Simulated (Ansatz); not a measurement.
**Elastic constants of CdTe at 18.5 GPa (stress–strain coefficients): input and output**

Theory: DFT LDA, scalar-relativistic, plane waves, PAW (Ansatz 0.2.0).

Launched with:
```bash
ansatz run input.yaml --threads 1 --pin off --max-ram 2560MiB --backend cpu --events-out ev --progress --plain --runs-dir out
```

Input (bare energies are in eV):
```yaml
crystal:
  lattice:
    - [0.0, 2.7866, 2.7866]
    - [2.7866, 0.0, 2.7866]
    - [2.7866, 2.7866, 0.0]
  atoms:
    - { symbol: Cd, position: [0.0, 0.0, 0.0] }
    - { symbol: Te, position: [0.5, 0.5, 0.5] }
basis:
  ecutwfc: 420
kpoints:
  mp_grid: { grid: [14, 14, 14] }
hamiltonian:
  xc: lda
scf:
  occupations: { method: fermi_dirac, width: 0.15 }
output:
  forces: true
  stress: true
  eigenvalues: true
elastic:
  mode: relaxed_ion
  amplitude: 0.005
```

From the output:
```
--- Elastic constants: 2 strain directions × 4 members + reference (group order 48) ---
  dense FFT box of the reference and of every strained cell: 27×27×27
  strains applied: 11, 23; error gains: componentwise 1.00 (the most a stress slope's error grows in a printed constant), spectral 1.73 (1 for all six strains in a standard setting)
  C = ∂σ_k/∂η_j (tension-positive GPa; Voigt order 11 22 33 23 13 12):
       275.854     77.054     77.054      0.000     -0.000      0.000
        77.054    275.854     77.054     -0.000      0.000      0.000
        77.054     77.054    275.854     -0.000     -0.000     -0.000
        -0.000      0.000     -0.000     18.289      0.000     -0.000
         0.000      0.000     -0.000     -0.000     18.289     -0.000
         0.000     -0.000      0.000      0.000     -0.000     18.289
  reference stress σ⁰ (GPa):    -18.461    -18.461    -18.461      0.000      0.000      0.000
  C* (energy form; C + prestress term) asymmetry max|C*_kj − C*_jk| = 4.263e-14 GPa — a small one proves nothing (zero by symmetry where the batch's group is 432, −43m or m−3m); a large one is finite-difference/SCF noise where every solve ...
  moduli (Voigt/Reuss/Hill, GPa): K = 143.32/143.32/143.32   G = 50.73/27.15/38.94   E = 107.13   ν = 0.375
  mechanically stable: yes (min eigenvalue of sym C = 18.29 GPa)
  strain η (Voigt 11):  stress-route row diagonal C_11 = 275.85 GPa, energy-path curvature d²(F+E_count+ΔE)/dδ²/Ω₀ = 275.90 GPa
    cells at ±δ against ±2δ: C11 275.98 and 276.36 GPa, apart by 0.14 % of the column's largest entry
         δ    σ_11 (GPa) F (eV) n_scf n_hpsi n_pw
    -1.000e-2     -21.3694      -14945.1366812       9  109041    873   relax 0 steps, max|allowed force component| 9.47e-30 eV/Å
    -5.000e-3     -19.8774      -14945.1645248       4   73398    877   relax 0 steps, max|allowed force component| 2.05e-29 eV/Å
     5.000e-3     -17.1176      -14945.2144261       4   72858    881   relax 0 steps, max|allowed force component| 2.05e-29 eV/Å
     1.000e-2     -15.8422      -14945.2366754       8   96069    884   relax 0 steps, max|allowed force component| 3.85e-30 eV/Å
  strain η (Voigt 23):  stress-route row diagonal C_44 = 18.29 GPa, energy-path curvature d²(F+E_count+ΔE)/dδ²/Ω₀ = 27.58 GPa
    cells at ±δ against ±2δ: C44 18.28 and 18.26 GPa, apart by 0.11 % of the column's largest entry
         δ    σ_23 (GPa) F (eV) n_scf n_hpsi n_pw
    -1.000e-2      -0.1826      -14945.1900355       8  181596    876   relax 0 steps, max|allowed force component| 4.73e-30 eV/Å
    -5.000e-3      -0.0914      -14945.1903149       4  128764    879   relax 0 steps, max|allowed force component| 1.11e-29 eV/Å
     5.000e-3       0.0914      -14945.1903149       4  123837    879   relax 0 steps, max|allowed force component| 3.79e-29 eV/Å
     1.000e-2       0.1826      -14945.1900355       7  161355    876   relax 0 steps, max|allowed force component| 1.26e-29 eV/Å
```

The run took 3.9 min on 1 thread of Intel(R) Xeon(R) Processor @ 2.50GHz (Skylake/Cascade Lake), on a shared host, peak memory 0.64 GiB.

The cell is the ideal cubic rocksalt prototype; this isn't the usual structure of the compound. In a metal, frequencies and elastic constants depend on the k mesh and the smearing, soft modes and shear constants most.

The least eigenvalue is 18.3 GPa; in a metal on this mesh the verdict on stability isn't firm within about 20 GPa or a tenth of the bulk modulus.